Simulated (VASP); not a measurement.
A run of VASP 6.6.1 is set up as follows.

File POSCAR:

```
Mg
1.0
    3.2093000000      0.0000000000      0.0000000000
   -1.6046500000      2.7793353284      0.0000000000
    0.0000000000      0.0000000000      5.2103000000
Mg
2
Direct
    0.6666666667      0.3333333333      0.7500000000
    0.3333333333      0.6666666667      0.2500000000
```

Contents of INCAR.step1:

```
SYSTEM = Mg
PREC = Accurate
ENCUT = 520
EDIFF = 1E-5
ISMEAR = -1
SIGMA = 0.05
LREAL = .False.
LASPH = .True.
NELM = 100
ALGO = Normal
ISIF = 2
LWAVE = .True.
LCHARG = .False.
GGA = PE
```

The input INCAR.step2:

```
SYSTEM = Mg
PREC = Accurate
ENCUT = 520
EDIFF = 1E-6
ISMEAR = -1
SIGMA = 0.05
LREAL = .False.
LASPH = .True.
NELM = 100
ALGO = Normal
ISIF = 2
LWAVE = .False.
LCHARG = .False.
METAGGA = SCAN
LHFCALC = .True.
AEXX = 0.25
LMIXTAU = .True.
PRECFOCK = Fast
ISTART = 1
```

File KPOINTS:

```
Automatic mesh
0
Gamma
  5 5 3
  0 0 0
```

File KPOINTS_OPT:

```
path GMKGALHA,LM,KH
10
line-mode
reciprocal
 0.0000000000  0.0000000000  0.0000000000  G
 0.5000000000  0.0000000000  0.0000000000  M

 0.5000000000  0.0000000000  0.0000000000  M
 0.3333333333  0.3333333333  0.0000000000  K

 0.3333333333  0.3333333333  0.0000000000  K
 0.0000000000  0.0000000000  0.0000000000  G

 0.0000000000  0.0000000000  0.0000000000  G
 0.0000000000  0.0000000000  0.5000000000  A

 0.0000000000  0.0000000000  0.5000000000  A
 0.5000000000  0.0000000000  0.5000000000  L

 0.5000000000  0.0000000000  0.5000000000  L
 0.3333333333  0.3333333333  0.5000000000  H

 0.3333333333  0.3333333333  0.5000000000  H
 0.0000000000  0.0000000000  0.5000000000  A

 0.5000000000  0.0000000000  0.5000000000  L
 0.5000000000  0.0000000000  0.0000000000  M

 0.3333333333  0.3333333333  0.0000000000  K
 0.3333333333  0.3333333333  0.5000000000  H
```

Potentials or basis: VASP PAW PBE potentials, release 64 (Mg).

Command:

```sh
$ cat potpaw_PBE.64/Mg/POTCAR > POTCAR
$ cp INCAR.step1 INCAR
$ mpirun -np 1 vasp_std > vasp.out
$ cp INCAR.step2 INCAR
$ mpirun -np 1 vasp_std > vasp.out
```

Problem. What does it give for the pressure?

Solution. -1.2 GPa.

Stress tensor (GPa, compression positive):
```
-1.50  0.00  0.00
 0.00 -1.50  0.00
 0.00  0.00 -0.64
```

Caveat: the k mesh is coarse (spacing up to 0.45 Å⁻¹), so the values aren't converged, least of all with exact exchange; an unscreened hybrid on a path of extra k points without a Coulomb cutoff has errors near the mesh points, so the bands along the path aren't reliable; the PAW data sets were made with another functional, which shifts forces and pressure a little.
